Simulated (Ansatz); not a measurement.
**TiCo: single point with PBE**

Crystal: TiCo.

```
CELL_PARAMETERS angstrom
2.98611 0.00000 0.00000
0.00000 2.98611 0.00000
0.00000 0.00000 2.98611
ATOMIC_POSITIONS crystal
Co 0.50000 0.50000 0.50000
Ti 0.00000 0.00000 0.00000
```

The cell comes from a database or a generator and needn't be the stable form of this composition.

- Program: Ansatz 0.2.0
- Task: single point
- Functional: PBE
- Potentials or basis: all-electron LAPW, scalar-relativistic
- Cutoff: 279 eV (chosen from the basis error)
- Basis error allowed: 0.001 eV/atom
- k mesh: 9 × 9 × 9
- Occupations: gaussian, width 0.02 eV
- Spin: collinear spin, ferromagnetic start
- Starting moments: [2.0, 1.0] μB

```json
{
 "Pressure": "-0.5 GPa",
 "Band gap on the k mesh": "none (metal or under the smearing width)",
 "Net moment": "0.84 μB per cell",
 "Absolute moment": "1.09 μB per cell",
 "Site moments": "Co +0.95; Ti -0.05 μB"
}
```

Levels at points of the mesh, in eV from the Fermi level:
Spin up:
```tsv
k point	band 11	band 12	band 13	band 14	band 15	band 16	band 17	band 18	band 19	band 20
(0.00, 0.00, 0.00)	-4.23	-1.90	-1.90	-1.90	0.47	0.47	2.67	2.67	2.67	8.85
```
Spin down:
```
           k point  band 11  band 12  band 13  band 14  band 15  band 16  band 17  band 18
(0.00, 0.00, 0.00)    -3.55    -1.36    -1.36    -1.36     1.03     1.03     2.76     2.76
```

Wall time 12 s on 2 threads of Intel(R) Xeon(R) Platinum 8375C CPU @ 2.90GHz (Ice Lake), on a shared host, peak memory 0.46 GiB.
